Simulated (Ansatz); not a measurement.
Input of an Ansatz 0.2.0 run:

File input.yaml:

```yaml
crystal:
  lattice:
    - [3.5432, 0.0, 0.0]
    - [-1.7716, 3.0685012107, 0.0]
    - [0.0, 0.0, 5.0388]
  atoms:
    - { symbol: Pt, position: [0.0, 0.0, 0.0] }
    - { symbol: S, position: [0.6666666667, 0.3333333333, 0.773] }
    - { symbol: S, position: [0.3333333333, 0.6666666667, 0.227] }
hamiltonian:
  xc: pbe
  pseudopotentials: { kind: paw }
kpoints:
  mp_grid: { grid: [9, 9, 5] }
  band_path:
    path:
      - [[0.0, 0.0, 0.0], [0.5, 0.0, 0.0], [0.3333333333, 0.3333333333, 0.0], [0.0, 0.0, 0.0], [0.0, 0.0, 0.5], [0.5, 0.0, 0.5], [0.3333333333, 0.3333333333, 0.5], [0.0, 0.0, 0.5]]
      - [[0.5, 0.0, 0.5], [0.5, 0.0, 0.0]]
      - [[0.3333333333, 0.3333333333, 0.0], [0.3333333333, 0.3333333333, 0.5]]
    npoints: 14
scf:
  occupations: { method: fermi_dirac, width: 0.05 }
  n_extra_bands: 7
output:
  forces: true
  stress: true
  eigenvalues: true
  fatbands: false
  write_density: true
  write_potential: true
  elf: true
  volumetric_format: npy
```

Potentials or basis: Ansatz PAW.

Run with:

```sh
$ ansatz run input.yaml --threads 2 --pin off --max-ram 5632MiB --backend cpu --events-out ev --progress --plain --runs-dir out
```

(1) Estimate the band gap along the path.

(2) What does it give for the largest force?

## Answers

(1) 1.02 eV, indirect (least direct gap 1.54 eV).

(2) 1.257 eV/Å.

Caveat: spin-orbit coupling is left out, which moves the levels of the heavy elements; forces of over 1 eV/Å show positions far from the minimum, so gaps and moduli don't describe the material at rest.
